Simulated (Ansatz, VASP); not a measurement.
One calculation of MnS (Browneite), two programs

File INCAR:

```
SYSTEM = MnS
PREC = Accurate
ENCUT = 520
EDIFF = 1E-6
ISMEAR = 1
SIGMA = 0.2
LREAL = .FALSE.
LASPH = .TRUE.
NELM = 150
ALGO = Normal
ISIF = 2
LWAVE = .FALSE.
LCHARG = .FALSE.
ISPIN = 2
MAGMOM = 4 0
LORBIT = 11
LMAXMIX = 4
NBANDS = 20
```

The input KPOINTS:

```
regular mesh
0
G
  7 7 7
  0 0 0
```

POSCAR

```
MnS
1.0
    0.0000000000      2.8000000000      2.8000000000
    2.8000000000      0.0000000000      2.8000000000
    2.8000000000      2.8000000000      0.0000000000
Mn S
1 1
Direct
    0.0000000000      0.0000000000      0.0000000000
    0.2500000000      0.2500000000      0.2500000000
```

Input for Ansatz:

```yaml
crystal:
  lattice:
    - [0.0, 2.8, 2.8]
    - [2.8, 0.0, 2.8]
    - [2.8, 2.8, 0.0]
  atoms:
    - { symbol: Mn, position: [0.0, 0.0, 0.0] }
    - { symbol: S, position: [0.25, 0.25, 0.25] }
kpoints:
  mp_grid:
    grid: [7, 7, 7]
hamiltonian:
  xc: lda
  pseudopotentials:
    kind: paw
magnetization:
  spin_polarized: true
  per_species:
    Mn: 4.0
scf:
  mixing:
    algorithm: msr1
  occupations:
    method: cold
    width: 0.2
output:
  forces: true
  stress: true
  eigenvalues: true
```

Alike in both runs: task single point; functional LDA; k mesh 7 × 7 × 7; collinear spin.

|  | VASP | Ansatz |
| --- | --- | --- |
| version | VASP 6.6.1 | Ansatz 0.2.0 |
| potentials or method | VASP PAW LDA potentials, release 64 (Mn_pv, S) | plane waves, PAW |
| plane-wave cutoff (eV) | 520 | 420 |
| occupations | methfessel-paxton of order 1, width 0.2 eV | cold, width 0.2 eV |
| valence electrons in the cell | 19 | 21 |

Ansatz gave:

| Item | Value |
| --- | --- |
| gap on the k mesh at the Fermi level (eV) | none |
| pressure (GPa) | -5.6 |
| net moment per atom (μB) | 2.40 |
| size of the moment on the site where the two differ most (μB) | 4.05 |

Q: Which values does VASP return?

A: gap on the k mesh at the Fermi level (eV): none; pressure (GPa): -6.2; net moment per atom (μB): 2.36; size of the moment on the site where the two differ most (μB): 4.16.

Site moments also hang on the region over which each program counts them. A gap of «none» marks a metal or a gap that the smearing closes. The two sets of potentials don't hold the same shells in valence. Ansatz warned: «stability_check_not_made».

Caveats: a cell with one magnetic atom can't hold antiferromagnetic order, which such compounds often take; semilocal functionals often make such compounds metallic where correlation or magnetic order opens a gap, which also shifts bond lengths.
